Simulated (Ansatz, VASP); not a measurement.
Two plane-wave programs on ZnO

```xyz
4
Lattice="3.2880 0.0000 0.0000 -1.6440 2.8475 0.0000 0.0000 0.0000 7.1304" Properties=species:S:1:pos:R:3 pbc="T T T"
Zn    0.0000    0.0000    5.3478
Zn    0.0000    0.0000    1.7826
O     0.0000    1.8983    1.7826
O     1.6440    0.9492    5.3478
```

Measurements of this composition are mostly on another form, of space group No. 186.

Alike in both runs: task single point; functional PBEsol; dispersion D4; k mesh 6 × 6 × 4; no spin polarisation.

|  | VASP | Ansatz |
| --- | --- | --- |
| version | VASP 6.6.1 | Ansatz 0.2.0 |
| potentials or method | VASP PAW PBE potentials, release 64 (Zn, O) | plane waves, PAW |
| plane-wave cutoff (eV) | 520 | 517 |
| occupations | gaussian, width 0.01 eV | fixed |
| valence electrons in the cell | 36 | 36 |

```tsv
	VASP	Ansatz	Ansatz less VASP
gap on the k mesh at the Fermi level (eV)	0.75	0.75	+0.002
dispersion energy (meV/atom)	-97.9	-98.0	-0.09
```

 A k mesh can miss the band edges.
